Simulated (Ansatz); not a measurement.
CoSi$_{2}$, DFT, PBEsol, all-electron PAW with datasets made for the crystal, scalar-relativistic (Ansatz 0.2.0), run on 1 thread of Arm Neoverse V1 on a shared host.

The geometry is COD entry 1008148, unchecked; take it as a test cell. The listed cell was then made from it by scaling, straining or moving an atom.

Command: `ansatz run input.yaml --threads 1 --pin off --max-ram 6144MiB --backend cpu --events-out ev --progress --plain --runs-dir out`

```yaml
crystal:
  lattice:
    - [0.0, 2.7351113962, 2.7351113962]
    - [2.7351113962, 0.0, 2.7351113962]
    - [2.7351113962, 2.7351113962, 0.0]
  atoms:
    - { symbol: Co, position: [0.0, 0.0, 0.0], spin: 2.0 }
    - { symbol: Si, position: [0.25, 0.25, 0.25] }
    - { symbol: Si, position: [0.75, 0.75, 0.75] }
magnetization:
  spin_polarized: true
kpoints:
  mp_grid: { grid: [11, 11, 11] }
scf:
  occupations: { method: fermi_dirac, width: 0.05 }
hamiltonian:
  xc: pbesol
  pseudopotentials: { kind: all_electron, datasets: crystal }
output:
  forces: true
  stress: true
  eigenvalues: true
  efg: { contact_densities: true }
```

Question: How large is the problem that the program sets up?

Answer: 56 irreducible k-points, 531 plane waves at Γ, 19 bands.

Question: Estimate the wall time and the peak memory.

Answer: 24 s of wall time for 10 SCF iterations, with a peak of 0.62 GiB. Times on shared machines scatter by tens of per cent.

Question: And the same cell and mesh by PAW with the default files, asked for forces, stress, eigenvalues, efg, on the same hardware?

Answer: 8.9 s, peak memory 0.42 GiB.
